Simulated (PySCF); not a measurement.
# Reproducing measurements on C3H9N

**Experimental background.**

NIST CCCBDB Release 22 (SRD 101), experimental polarizabilities lists, for the gas: mean polarisability 7.7 Å³.

How close the calculation comes is told at the end.

C₃H₉N.
Numbering: `[CH3:1][CH2:2][CH2:3][NH2:4]` (hydrogens: H5, H6, H7 on C1; H8, H9 on C2; H10, H11 on C3; H12, H13 on N4)

Cartesian coordinates in Å at the GFN2-xTB level; atoms count from 1:
```
atom  x, y, z in Å
C1    -1.720   -0.118   -0.584
C2    -0.366   -0.555   -0.042
C3     0.727    0.465   -0.351
N4     2.020   -0.048    0.075
H5    -2.000    0.851   -0.175
H6    -2.489   -0.838   -0.316
H7    -1.691   -0.036   -1.669
H8    -0.432   -0.691    1.040
H9    -0.077   -1.511   -0.480
H10    0.779    0.628   -1.432
H11    0.464    1.429    0.121
H12    2.025   -0.191    1.080
H13    2.755    0.615   -0.146
```

The PySCF runs (gas phase, on this GFN2-xTB geometry; no spin–orbit coupling):

| level | job | basis functions | wall time |
| --- | --- | --- | --- |
| PBE0/def2-SVPD | 8 singlets by full TDDFT, 3 Tamm–Dancoff triplets, polarisability | 152 | 13 s |

Hardware: an Arm Neoverse V2 with one thread (shared host).

Results beside the measurements:

**Mean polarisability.** Measured: 7.7 Å³ (NIST CCCBDB Release 22 (SRD 101), experimental polarizabilities).

| level | computed (Å³) | computed − measured (Å³) | % (from the printed values) |
| --- | --- | --- | --- |
| PBE0/def2-SVPD | 7.19 | -0.51 | -7 |

The computed values are static and purely electronic, with core orbitals frozen in the response (1 au = 0.148185 Å³). The table of measured values doesn't say here whether a value is static or optical, or holds a vibrational part. The measurement averages over conformers, the calculation has one.

The geometry is computed, not the measured one. Where a level misses, the cause wasn't examined.
